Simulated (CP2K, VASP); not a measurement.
Given: the input of a run of VASP 6.6.1 on ZnS (Wurtzite-2H). 

INCAR

```
  ALGO = Fast
  EDIFF = 1E-6
  ENCUT = 520
  GGA = PE
  ISIF = 2
  ISMEAR = 0
  LASPH = True
  LCHARG = False
  LREAL = False
  LWAVE = False
  NELM = 60
  PREC = Accurate
  SIGMA = 0.011
```

KPOINTS

```
k-points
0
Gamma
  8 8 5
```

Contents of POSCAR:

```
ZnS
1.0
    3.8110000000      0.0000000000      0.0000000000
   -1.9055000000      3.3004228138      0.0000000000
    0.0000000000      0.0000000000      6.2340000000
Zn S
2 2
Direct
    0.6666666667      0.3333333333      0.5000000000
    0.3333333333      0.6666666667      0.0000000000
    0.6666666667      0.3333333333      0.8850000000
    0.3333333333      0.6666666667      0.3850000000
```

Potentials or basis: VASP PAW PBE potentials, release 64 (Zn, S).

Run with:

```bash
$ cat potpaw_PBE.64/Zn/POTCAR potpaw_PBE.64/S/POTCAR > POTCAR
$ mpirun -np 1 vasp_std > vasp.out
```

Task: Translate it to CP2K 2026.2. Potentials or basis there: POTENTIAL_UZH Zn GTH-PBE-q12, S GTH-PBE-q6; TZVP-MOLOPT-PBE-GTH basis.

Result: As run (cutoffs and basis follow the program's own potentials, and thresholds, step limits or extra output files can differ):

Contents of zns_scf.inp:

```
&GLOBAL
  PROJECT zns_scf
  RUN_TYPE ENERGY_FORCE
  PRINT_LEVEL LOW
&END GLOBAL
&FORCE_EVAL
  METHOD QS
  STRESS_TENSOR ANALYTICAL
  &DFT
    BASIS_SET_FILE_NAME BASIS_MOLOPT_UZH
    POTENTIAL_FILE_NAME POTENTIAL_UZH
    &MGRID
      CUTOFF 450
      REL_CUTOFF 60
      NGRIDS 4
    &END MGRID
    &QS
      METHOD GPW
      EPS_DEFAULT 1.0E-10
    &END QS
    &KPOINTS
      SCHEME MONKHORST-PACK 8 8 5
      GAMMA_CENTERED T
      SYMMETRY T
      SYMMETRY_BACKEND SPGLIB
    &END KPOINTS
    &SCF
      SCF_GUESS ATOMIC
      EPS_SCF 1.0E-6
      MAX_SCF 100
      ADDED_MOS 14
      CHOLESKY OFF
      EPS_EIGVAL 1.0E-7
      &DIAGONALIZATION ON
        ALGORITHM STANDARD
      &END DIAGONALIZATION
      &MIXING ON
        METHOD BROYDEN_MIXING
        ALPHA 0.4
        BETA 1.5
        NBUFFER 8
      &END MIXING
      &SMEAR ON
        METHOD GAUSSIAN
        SIGMA [eV] 0.011
      &END SMEAR
    &END SCF
    &XC
      &XC_FUNCTIONAL PBE
      &END XC_FUNCTIONAL
    &END XC
    &PRINT
      &KPOINTS ON
      &END KPOINTS
      &MULLIKEN ON
      &END MULLIKEN
      &MO ON
        ENERGIES T
        OCCUPATION_NUMBERS T
        &EACH
          QS_SCF 0
        &END EACH
        ADD_LAST NUMERIC
      &END MO
    &END PRINT
  &END DFT
  &SUBSYS
    &CELL
      A 3.8110000000 0.0000000000 0.0000000000
      B -1.9055000000 3.3004228138 0.0000000000
      C 0.0000000000 0.0000000000 6.2340000000
      PERIODIC XYZ
    &END CELL
    &COORD
      SCALED
      Zn  0.6666666667 0.3333333333 0.5000000000
      Zn  0.3333333333 0.6666666667 0.0000000000
      S   0.6666666667 0.3333333333 0.8850000000
      S   0.3333333333 0.6666666667 0.3850000000
    &END COORD
    &KIND Zn
      BASIS_SET TZVP-MOLOPT-PBE-GTH-q12
      POTENTIAL GTH-PBE-q12
    &END KIND
    &KIND S
      BASIS_SET TZVP-MOLOPT-PBE-GTH-q6
      POTENTIAL GTH-PBE-q6
    &END KIND
    &PRINT
      &ATOMIC_COORDINATES ON
      &END ATOMIC_COORDINATES
      &CELL ON
      &END CELL
      &SYMMETRY ON
      &END SYMMETRY
    &END PRINT
  &END SUBSYS
  &PRINT
    &FORCES ON
    &END FORCES
    &STRESS_TENSOR ON
    &END STRESS_TENSOR
  &END PRINT
&END FORCE_EVAL
```

Potentials or basis: POTENTIAL_UZH Zn GTH-PBE-q12, S GTH-PBE-q6; TZVP-MOLOPT-PBE-GTH basis.

Run with:

```bash
$ OMP_NUM_THREADS=1 cp2k.psmp -i zns_scf.inp -o zns_scf.out
```

Both were run:

|  | VASP | CP2K |
| --- | --- | --- |
| Pressure | 2.2 GPa | 2.8 GPa |

Pressure is positive in compression.
